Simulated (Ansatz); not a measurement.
The system is W.

```xyz
1
Lattice="0.0000 2.0300 2.0300 2.0300 0.0000 2.0300 2.0300 2.0300 0.0000" Properties=species:S:1:pos:R:3 pbc="T T T"
W     0.0000    0.0000    0.0000
```

This isn't the form of W at room conditions, which is bcc.

| Quantity | Value |
| --- | --- |
| Program | Ansatz 0.2.0 |
| Task | relaxation of cell and atoms |
| Functional | PBEsol |
| Potentials or basis | Ansatz PAW |
| Cutoff | 420 eV (not typed: the program's choice for these potentials) |
| k mesh | 11 × 11 × 11 |
| Occupations | fermi-dirac, width 0.05 eV |
| Spin | no spin polarisation |

At the start: volume 16.73 Å³/atom.

Q: Where does the relaxation end?

A: It ends after 5 steps and the volume is 16.00 Å³/atom (-4.4 %); space group Fm-3m (No. 225, to 0.05 Å).

The path:
```
step  energy change (eV)  largest force (eV/Å)  volume (Å³)
   1              0.0000                0.0000        16.73
   2             -0.0299                0.0000        16.10
   3             -0.0305                0.0000        15.99
   4             -0.0305                0.0000        16.00
   5             -0.0303                0.0000        16.00
```

Final structure:
```
W
1.0
     0.00000    1.99991    1.99991
     1.99991    0.00000    1.99991
     1.99991    1.99991    0.00000
W
1
Direct
  0.00000 0.00000 0.00000
```

Caveat: the plane-wave basis is chosen anew once the cell has moved, so the energies of steps on either side of that aren't comparable; the PAW data sets come from PBE, with cores solved anew for the run's functional, which leaves a small shift of forces and pressure.
